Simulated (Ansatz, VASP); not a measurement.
**One calculation of Be, two programs**

```
Be
1.0
    -1.21689    1.21689    1.21689
     1.21689   -1.21689    1.21689
     1.21689    1.21689   -1.21689
Be
1
Direct
  0.00000 0.00000 0.00000
```

Alike in both runs: task single point; functional BLYP; k mesh 20 × 20 × 20; occupations fermi-dirac, width 0.1 eV; no spin polarisation.

|  | VASP | Ansatz |
| --- | --- | --- |
| version | VASP 6.6.1 | Ansatz 0.2.0 |
| potentials or method | VASP PAW PBE potentials, release 64 (Be) | plane waves (420 eV) with PAW, scalar-relativistic |
| plane-wave cutoff (eV) | 520 | 420 |
| valence electrons in the cell | 2 | 2 |

Ansatz gave:

```
pressure (GPa) : 11.5
```

**Question.** Which values does VASP return?

**Answer.** Pressure (GPa): 11.6.

The functional is the same, so the differences come from potentials, cutoffs and numerics.

Caveats: the PAW data sets were made with another functional, which shifts forces and pressure a little (VASP).
